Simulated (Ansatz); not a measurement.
Relaxed CsBr (CsCl type):

```yaml
crystal:
  lattice:
    - [8.64696, 0.00000, 0.00000]
    - [0.00000, 4.32348, 0.00000]
    - [0.00000, 0.00000, 4.32348]
  atoms:
    - { symbol: Cs, position: [0.00000, 0.00000, 0.00000] }
    - { symbol: Cs, position: [0.50000, 0.00000, 0.00000] }
    - { symbol: Br, position: [0.25000, 0.50000, 0.50000] }
    - { symbol: Br, position: [0.75000, 0.50000, 0.50000] }
```

Scan: atom 4 (Br, nearest neighbour Cs at 3.744 Å; its periodic images, 4.3 Å or more away, move with it) is displaced along Cartesian [111], direction (0.577, 0.577, 0.577) in Cartesian axes, by s. The other atoms stay.

All values below come from r2SCAN (plane waves to 500 eV, PAW, scalar-relativistic; Ansatz, an electronic-structure program). k mesh 3×6×6 (Γ-centred), Fermi-Dirac smearing 0.05 eV. E stands for the smeared free energy. CsBr was relaxed with its symmetry unable to fall. The zero of ΔE is the undisplaced structure.

```tsv
s (Å)	ΔE (meV/cell)
-0.750	497
-0.600	276
-0.450	139
-0.300	57
-0.150	13
0.000	0
0.150	13
0.300	57
0.450	139
0.600	276
0.750	497
```

Question: What force constant k = d²E/ds² at s = 0 does the table give?

Answer: 1.2 eV/Å². It is the second difference of the nearest points, corrected with the next pair.

Question: With k = 1.18 eV/Å² from the forces, is the well harmonic out to s = 0.750 Å?

Answer: ½ks² = 331 meV/cell against the computed 497 meV/cell, so the well is stiffer than harmonic there.

(For displaced atoms, the force is minus the slope of the energy, and its curvature is a force constant, which sets phonon frequencies.)
